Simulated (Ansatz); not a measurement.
A (001) slab of Ti (P6/mmm (No. 191)), 8 planes, outer planes Ti (top) and Ti (bottom), with 12 atoms (Ti12) in a surface cell of A = 18.162 Å², as cut from the bulk:

```
CELL_PARAMETERS angstrom
4.57954 0.00000 0.00000
-2.28977 3.96599 0.00000
0.00000 0.00000 24.91260
ATOMIC_POSITIONS crystal
Ti 0.33333 0.66667 0.30105
Ti 0.66667 0.33333 0.30105
Ti 0.00000 0.00000 0.35789
Ti 0.33333 0.66667 0.41474
Ti 0.66667 0.33333 0.41474
Ti 0.00000 0.00000 0.47158
Ti 0.33333 0.66667 0.52842
Ti 0.66667 0.33333 0.52842
Ti 0.00000 0.00000 0.58526
Ti 0.33333 0.66667 0.64211
Ti 0.66667 0.33333 0.64211
Ti 0.00000 0.00000 0.69895
```

Method: DFT PBE, scalar-relativistic, plane waves, PAW (Ansatz). Settings: cutoff 420 eV, Γ-centred mesh 9×9×1 on the computed 12-atom cell, Gaussian smearing of 0.10 eV; no spin polarisation. The cell repeats along c with a dipole correction in the vacuum.

Against the same 12 atoms in the bulk, the slab as cut lies 5.166 eV higher and the relaxed slab 4.920 eV higher.

Q: Work out the surface energy before and after relaxation.

A: The slab has two faces, so γ = (E_slab − N·E_bulk)/(2A), the mean of both. As cut: 5.166/(2 × 18.162) = 0.1422 eV/Å², and 1 eV/Å² = 16.02 J/m², so γ = 2.28 J/m². Relaxed: 4.920/(2 × 18.162) = 0.1354 eV/Å² = 2.17 J/m². Relaxation recovers 5 % of the cost of cutting.

Q: What is the ideal work of this cut, per area?

A: Griffith's ideal work is 2γ: 4.56 J/m² if the new faces stay rigid, 4.34 J/m² if they relax. One thickness was run, 8 planes, so γ can still shift with it.

The reference crystal is a form of Ti, which isn't its usual structure.